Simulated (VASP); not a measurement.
Wanted: the native input for a VASP 6.6.1 run.

| Property | Result |
| --- | --- |
| Task | relaxation of cell and atoms |
| Functional | PBEsol |
| Dispersion | D4 |
| Potentials or basis | VASP PAW PBE potentials, release 64 (Co, O) |
| Cutoff | 600 eV |
| k mesh | 9 × 9 × 9 |
| Occupations | fermi-dirac, width 0.05 eV |
| Spin | collinear spin, ferromagnetic start |
| Starting moments | [2.0, 0.0] μB |
| Further INCAR settings | ALGO = Normal; EDIFF = 1e-06; IBRION = 2; EDIFFG = -0.005; NSW = 60; ISIF = 3 |

The structure of CoO lies in POSCAR:

```
CoO
1.0
   -1.5080004400      1.5080004400      2.1072503600
    1.5080004400     -1.5080004400      2.1072503600
    1.5080004400      1.5080004400     -2.1072503600
Co O
1 1
Direct
    0.0000000000      0.0000000000      0.0000000000
    0.5000000000      0.5000000000      0.0000000000
```

One way to write it, as run:

INCAR

```
SYSTEM = CoO
ALGO = Normal
EDIFF = 1E-6
EDIFFG = -0.005
ENCUT = 600
GGA = PS
IBRION = 2
ISIF = 3
ISMEAR = -1
ISPIN = 2
IVDW = 13
LASPH = .TRUE.
LCHARG = .FALSE.
LMAXMIX = 4
LORBIT = 11
LREAL = .FALSE.
LWAVE = .FALSE.
MAGMOM = 2 0
NELM = 120
NSW = 60
PREC = Accurate
SIGMA = 0.05
```

KPOINTS

```
k-points
0
G
  9 9 9
  0 0 0
```

Potentials or basis: VASP PAW PBE potentials, release 64 (Co, O).

The run is started by

```sh
$ cat potpaw_PBE.64/Co/POTCAR potpaw_PBE.64/O/POTCAR > POTCAR
$ mpirun -np 1 vasp_std > vasp.out
```

Results of the run:

```
Relaxed volume                                        : 8.93 Å³/atom
Relaxed cell                                          : a = 2.934 Å, b = 2.934 Å, c = 2.934 Å, α = 120.00°, β = 120.00°, γ = 89.99°
Space group after relaxing (to 0.05 Å)                : Fm-3m (No. 225)
Energy gained by relaxing                             : 27.3 meV/atom
Ionic steps                                           : 10
Pressure after relaxing                               : 0.0 GPa
Band gap on the k mesh                                : none (metal or under the smearing width)
Net moment                                            : 2.72 μB per cell
Site moments                                          : Co +2.40; O +0.27 μB
Valence electrons inside the program's atomic spheres : Co 7.96; O 4.98
Dispersion energy per atom                            : -0.167 eV
```

Caveat: the PAW data sets were made with another functional, which shifts forces and pressure a little; a cell with one magnetic atom can't hold antiferromagnetic order, which such compounds often take; semilocal functionals often make such compounds metallic where correlation or magnetic order opens a gap, which also shifts bond lengths; pairwise dispersion overbinds metals, which lowers pressure and volume.

It took 86 s on 1 thread of Intel(R) Xeon(R) 6975P-C (Granite Rapids) (shared host), peak memory 0.18 GiB.
